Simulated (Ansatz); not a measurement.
# HfN (Fm-3m) in Ansatz: reference runs

Aim: a first look at HfN with PBEsol, on the cell as given and on a disturbed one.

Program: Ansatz 0.2.0. These are calculated values, not measurements. Logs are shortened: lines on timing, memory, paths and dates and some standing lists are left out, and cuts for length are marked.

### Step 1. The crystal as given

It takes space group Fm-3m (No. 225, cubic). The conventional cell has a = 4.512 Å, b = 4.512 Å, c = 4.512 Å, α = 90.00°, β = 90.00°, γ = 90.00°. Hf (site symmetry m-3m) is surrounded by 6 N at 2.26 Å. N (site symmetry m-3m) is surrounded by 6 Hf at 2.26 Å.

### Step 2. Single point, PBEsol

File input.yaml:

```yaml
crystal:
  lattice:
    - [0.0, 2.256, 2.256]
    - [2.256, 0.0, 2.256]
    - [2.256, 2.256, 0.0]
  atoms:
    - { symbol: Hf, position: [0.0, 0.0, 0.0] }
    - { symbol: "N", position: [0.5, 0.5, 0.5] }
hamiltonian:
  xc: pbesol
  pseudopotentials: { kind: paw }
kpoints:
  mp_grid: { grid: [10, 10, 10] }
scf:
  occupations: { method: fermi_dirac, width: 0.05 }
output:
  forces: true
  stress: true
  eigenvalues: true
```

Potentials or basis: Ansatz PAW.

On the command line:

```bash
> ansatz run input.yaml --threads 2 --pin off --max-ram 5632MiB --backend cpu --events-out ev --progress --plain --runs-dir out
```

What it wrote:

```text
Warning: RAYON_NUM_THREADS=2 ignored (pool sized by the plan → 2); use --threads N
Engine: ansatz 0.2.0, x86_64-unknown-linux-gnu
Pseudopotentials: kind: paw
Pseudopotential: Hf, paw, valence charge 26, recommended cutoff 420 eV (normal), Hf.paw.azcp
Pseudopotential: N, paw, valence charge 5, recommended cutoff 420 eV (normal), N.paw.azcp
Functional definition: PBEsol
  exchange = pbesol_x
  correlation = pbesol_c
Crystal: 2 atoms, lattice volume = 22.964 Å³
Basis set: ecut = 420 eV, 459 PW (Γ), exchange–correlation on 48×48×48 points (8 copies of the dense FFT grid, shifted against one another)
Bands: 20, of which v1, the nominal top of the filled ones, is band 16 counted from 1 (15 counted from 0)
Symmetry: 48 space group operations
Space group: Fm-3m (ITA 225), of the structure as read, at distance tolerance 2.8e-5 Å
k-points: 47 of 1000
Non-local potential: Hf, projectors of the file, l = 0: 3, l = 1: 2, l = 2: 2, l = 3: 3
Non-local potential: N, projectors of the file, l = 0: 2, l = 1: 2, l = 2: 1
PAW form: soft (Blöchl's): semilocal exchange-correlation on the pseudo side does not see the compensation charge
PAW frozen core: Hf, regenerated for the run's functional, and the local potential with it (the file was generated under x = pbe(κ = 0.804, μ = 0.2195149727645171), c = pbe(β = 0.06672455060314922))
PAW frozen core: N, regenerated for the run's functional, and the local potential with it (the file was generated under x = pbe(κ = 0.804, μ = 0.2195149727645171), c = pbe(β = 0.06672455060314922))
PAW one-centre angular grid: Hf, 590 points (default); XC on 64 Gauss nodes
PAW one-centre angular grid: N, 110 points (default); XC on 64 Gauss nodes
Initial density: superposition of atomic densities (neutral atoms: chi_scale 0, normalization atom), corrected by the library's trained network
Initial wavefunctions: pseudopotential atomic-orbital guess
Functional: x = pbesol(κ = 0.804, μ = 0.12345679012345678), c = pbesol(β = 0.046)
SCF iter   1: F=—  HF=-15980.248579 eV  |F-HF|=—  |Δ(HF+E_count)|=         —  Δρ=8.94e-3  dr2=1.66e-2  ethr=1.77e-3  ⟨swp⟩=5.1  Hψ=3867  notcnv=0
preconditioner: auto → Kerker (q_TF=auto, 2.868 Å⁻¹)  [metal: Δε(μ)=0.042 eV  Ē_g=18.978 eV  σ=0.050 eV  W_gap=0.20  n_scr=14 (ndim 8)  ℏωp=41.7 eV  f_vac=0.000  D(μ)=0.78/eV (n_scr^D=8)]
SCF iter   2: F=—  HF=-15980.244222 eV  |F-HF|=—  |Δ(HF+E_count)|=   4.36e-3  Δρ=2.32e-3  dr2=9.18e-4  ethr=5.35e-5  ⟨swp⟩=2.0  Hψ=1514  notcnv=0  defer=8
SCF iter   3: F=—  HF=-15980.244031 eV  |F-HF|=—  |Δ(HF+E_count)|=   1.91e-4  Δρ=8.61e-4  dr2=1.01e-4  ethr=2.96e-6  ⟨swp⟩=2.0  Hψ=1090  notcnv=0  defer=8
SCF iter   4: F=—  HF=-15980.244013 eV  |F-HF|=—  |Δ(HF+E_count)|=   1.77e-5  Δρ=2.12e-4  dr2=7.28e-6  ethr=3.27e-7  ⟨swp⟩=2.0  Hψ=1664  notcnv=0  defer=8
SCF iter   5: F=—  HF=-15980.243999 eV  |F-HF|=—  |Δ(HF+E_count)|=   1.43e-5  Δρ=7.91e-5  dr2=1.06e-6  ethr=2.35e-8  ⟨swp⟩=2.3  Hψ=1717  notcnv=0  defer=8
SCF iter   6: F=—  HF=-15980.244000 eV  |F-HF|=—  |Δ(HF+E_count)|=   9.90e-7  Δρ=2.27e-5  dr2=7.65e-8  ethr=3.23e-10  ⟨swp⟩=4.3  Hψ=4521  notcnv=0
SCF iter   7: F=-15980.244000 eV  HF=-15980.244000 eV  |F-HF|=4.25e-9  |Δ(HF+E_count)|=   4.31e-8  Δρ=4.71e-6  dr2=3.86e-9  ethr=2.47e-10  ⟨swp⟩=4.6  Hψ=3359  notcnv=0
SCF 1 converged in 7 iterations: F = -15980.244000 eV  dr2 = 3.86e-9
SCF converged after 7 iterations
Free energy (F): -15980.244000 eV
Harris-Foulkes:  -15980.244000 eV  (|F-HF|=4.25e-9)
Internal energy: -15980.237678 eV  (E = F + TS)
E sigma→0 (E₀):  -15980.240839 eV
Entropy (-TS):   -0.006321 eV (-3.161 meV/atom)
Fermi energy:    23.833888 eV
--- Per-component energies (eV) ---
  E_band       = 181.457157
  E_kinetic    = 556.868337
  E_local      = -4713.639535  (includes V_loc(G=0)·N_el)
  E_nonlocal   = -1192.676098
  E_hartree    = 2237.058850
  E_xc         = -358.878595
  E_vxc        = -344.352071  (∫ρ·V_xc dr)
  E_paw        = -6929.559343  (= ΣΔE_a)
  E_vpaw       = 1401.139828  (= ΣTr[D̂ρ^β])
  E_aug_tail   = 0.000092  (compensation charges beyond the density's cutoff)
  E_ewald      = -5580.690577
  E_core_change = 1.279190  (= ΣΔE_core)
  E_smearing   = -0.006321  (= −TS)
  E_closure    = -0.000000  (closes the sum)
  Σ components = -15980.244000   (vs F -15980.244000, Δ=0.00e0)
--- Forces (eV/Å), atoms counted from 1 ---
  atom   1  Hf    -0.00000000     0.00000000    -0.00000000
  atom   2  N      0.00000000    -0.00000000     0.00000000
  max |Σ_I F_I| component: 7.03e-30 eV/Å
--- Stress (GPa, compression-positive) ---
       -1.926690       0.000000      -0.000000
        0.000000      -1.926690       0.000000
       -0.000000      -0.000000      -1.926690
  P = ⅓ Tr σ = -1.9267 GPa (-19.267 kbar)
--- Band table (eV; the first three rows and the last of 47) ---
  k-point 0: bands = ["-38.8450", "-7.2507", "-7.2507", "-7.2507", "6.3172", "11.2051", "11.2051", "11.2051", "11.2405", "11.3420", "11.3420", "11.3420", "20.8896", "20.8896", "20.8896", "23.4060", "23.4060", "23.4060", "25.6076", "25.7352"]
  k-point 1: bands = ["-38.8390", "-7.3541", "-7.2592", "-7.2592", "6.5449", "11.2075", "11.2137", "11.2137", "11.2456", "11.3348", "11.3348", "11.3423", "19.9458", "20.3173", "20.3173", "23.6578", "23.7411", "23.7411", "26.3099", "26.4887"]
  k-point 2: bands = ["-38.8233", "-7.6143", "-7.2813", "-7.2813", "7.1516", "11.2220", "11.2369", "11.2369", "11.2605", "11.3170", "11.3170", "11.3430", "18.2520", "19.2802", "19.2802", "24.0638", "24.5679", "24.5679", "27.7566", "28.1732"]
  k-point 46: bands = ["-38.7611", "-7.8983", "-7.7444", "-7.6029", "7.9437", "11.2579", "11.2673", "11.2719", "11.2933", "11.2953", "11.3203", "11.3522", "17.8562", "18.2750", "18.4260", "23.7707", "26.1214", "29.2179", "29.3731", "30.0970"]
```

Run time: 0.89 s. Hardware: 2 threads of AMD EPYC 7R43 (Zen 3), shared host; peak memory 0.35 GiB.

Results:

```yaml
Free_energy: -15980.2440 eV
Pressure: -1.9 GPa
Band_gap_on_the_k_mesh: none (metal or under the smearing width)
```

Levels at points of the mesh, in eV from the Fermi level:
| k point | band 14 | band 15 | band 16 | band 17 | band 18 | band 19 |
| --- | --- | --- | --- | --- | --- | --- |
| (0.00, 0.00, 0.00) | -2.94 | -2.94 | -0.43 | -0.43 | -0.43 | 1.77 |
| (0.00, 0.00, -0.50) | -6.27 | -6.27 | 3.24 | 3.67 | 3.67 | 4.40 |
| (0.00, -0.50, -0.50) | -3.91 | -3.65 | -3.65 | 4.06 | 5.52 | 5.52 |

Caveat: the pressure holds a Pulay correction of +0.5 GPa for the finite cutoff; the PAW data sets come from PBE, with cores solved anew for the run's functional, which leaves a small shift of forces and pressure.

### Step 3. Single point, PBEsol (atoms moved at random, drawn with an rms of 0.05 Å)

Edit input.yaml of step 2 so:

```diff
@@ -6,4 +6,4 @@
   atoms:
-    - { symbol: Hf, position: [0.0, 0.0, 0.0] }
-    - { symbol: "N", position: [0.5, 0.5, 0.5] }
+    - { symbol: Hf, position: [0.025578, 0.011518, -0.01355] }
+    - { symbol: "N", position: [0.486813, 0.502851, 0.51365] }
 hamiltonian:
```

Potentials or basis: Ansatz PAW.

On the command line:

```bash
> ansatz run input.yaml --threads 2 --pin off --max-ram 5632MiB --backend cpu --events-out ev --progress --plain --runs-dir out
```

Run time: 9.6 s. Hardware: 2 threads of AMD EPYC 7R43 (Zen 3), shared host; peak memory 0.57 GiB.

The run converged. Its results:

| Item | Value |
| --- | --- |
| Free energy | -15980.1643 eV |
| Pressure | -0.1 GPa |
| Largest force | 1.369 eV/Å |
| Band gap on the k mesh | none (metal or under the smearing width) |

Forces on the atoms (eV/Å):
```
Hf   0.481 -0.301 -1.245
N   -0.481  0.301  1.245
```

Stress tensor (GPa, compression positive):
```
-1.18  0.11  0.50
 0.11 -1.56 -0.32
 0.50 -0.32  2.44
```

Levels at points of the mesh, in eV from the Fermi level:
| k point | band 11 | band 12 | band 13 | band 14 | band 15 | band 16 | band 17 | band 18 | band 19 | band 20 |
| --- | --- | --- | --- | --- | --- | --- | --- | --- | --- | --- |
| (0.00, 0.00, 0.00) | -12.49 | -12.49 | -3.21 | -3.18 | -3.14 | -0.43 | -0.22 | -0.14 | 1.73 | 1.94 |
| (0.00, 0.00, -0.50) | -12.49 | -12.34 | -8.98 | -6.28 | -6.24 | 3.15 | 3.56 | 3.68 | 4.44 | 8.62 |
| (0.00, -0.50, 0.00) | -12.49 | -12.35 | -8.99 | -6.26 | -6.21 | 3.19 | 3.47 | 3.65 | 4.40 | 8.56 |
| (0.00, -0.50, -0.50) | -12.53 | -12.51 | -5.47 | -4.61 | -3.70 | -2.94 | 4.12 | 5.47 | 5.50 | 5.52 |
| (-0.50, 0.00, 0.00) | -12.49 | -12.34 | -8.97 | -6.30 | -6.29 | 3.15 | 3.62 | 3.70 | 4.51 | 8.68 |
| (-0.50, 0.00, -0.50) | -12.53 | -12.51 | -5.48 | -4.64 | -3.71 | -2.90 | 4.12 | 5.47 | 5.51 | 5.52 |
| (-0.50, -0.50, 0.00) | -12.53 | -12.51 | -5.44 | -4.18 | -3.68 | -3.40 | 4.08 | 5.46 | 5.50 | 5.51 |
| (-0.50, -0.50, -0.50) | -12.49 | -12.34 | -8.98 | -6.27 | -6.23 | 3.16 | 3.52 | 3.67 | 4.42 | 8.59 |

Caveat: the pressure holds a Pulay correction of +0.5 GPa for the finite cutoff; the PAW data sets come from PBE, with cores solved anew for the run's functional, which leaves a small shift of forces and pressure. Spin-orbit coupling is left out, which matters for the levels of Hf.
